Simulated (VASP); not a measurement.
# Fe: Mössbauer parameters, by potentials

Fe, Im-3m (no. 229), 1 atom in the cell.

| Potentials | Quadrupole splitting of the first site (mm/s) | Contact field of the first site (T) | Time (s) |
|---|---|---|---|
| Fe | 0.00 | -30.1 | 37 |
| Fe_GW | 0.00 | -28.5 | 36 |
| Fe_sv_GW | 0.00 | -43.0 | 42 |
| Fe_sv | 0.00 | -43.5 | 35 |

Limits: rows 1, 2: these potentials hold the 3s shell of Fe in the core; contact fields change markedly between the two kinds; rows 3, 4: these potentials hold the 3s shell of Fe in the valence; contact fields change markedly between the two kinds.

## Input of the first row

INCAR:
```
ALGO = Normal ; EDIFF = 1E-7
ENCUT = 550 ; GGA = PE
ISMEAR = 1 ; ISPIN = 2
KPAR = 2 ; LASPH = T
LCHARG = F ; LEFG = T
LHYPERFINE = T ; LMAXMIX = 4
LORBIT = 11 ; LREAL = F
LWAVE = F ; MAGMOM = 3
NELM = 120 ; NGYROMAG = 1.3789
PREC = Accurate ; QUAD_EFG = 160
SIGMA = 0.1
```

KPOINTS:
```
k-points
0
Gamma
  21 21 21
```

POSCAR:
```
Fe
1.0
   -1.4430000000      1.4430000000      1.4430000000
    1.4430000000     -1.4430000000      1.4430000000
    1.4430000000      1.4430000000     -1.4430000000
Fe
1
Direct
    0.0000000000      0.0000000000      0.0000000000
```

Commands:
```
cat potpaw_PBE.64/Fe/POTCAR > POTCAR
mpirun -np 2 vasp_std > vasp.out
```

Changes of the last row against the first:
```
- cat potpaw_PBE.64/Fe/POTCAR > POTCAR
+ cat potpaw_PBE.64/Fe_sv/POTCAR > POTCAR
```

VASP 6.6.1 took 37 s on 2 cores (Intel Xeon 6975P-C (Granite Rapids)), a shared host.
